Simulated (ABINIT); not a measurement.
Crystal: BeTe.

```
CELL_PARAMETERS angstrom
0.00000 2.77000 2.77000
2.77000 0.00000 2.77000
2.77000 2.77000 0.00000
ATOMIC_POSITIONS crystal
Te 0.75000 0.75000 0.75000
Be 0.00000 0.00000 0.00000
```

Program: ABINIT 10.8.3 (patched build). Alike in all runs: potentials or basis JTH PAW PBE v2.0; cell as given; cutoff (eV) 517; smearing fermi-dirac 0.05 eV.

Problem. Order these runs on this cell by their pressure, lowest first.
A. level revPBE; spin off; k mesh 8 × 8 × 8
B. level PBEsol; spin off; k mesh 10 × 10 × 10
C. level BLYP; spin SOC, no magnetisation; k mesh 8 × 8 × 8

Solution. B (2.5 GPa), A (5.7 GPa), C (7.4 GPa).

Caveats: the PAW data sets were made with another functional, which shifts forces and pressure a little.

Runs at the PBE level aren't shown here.
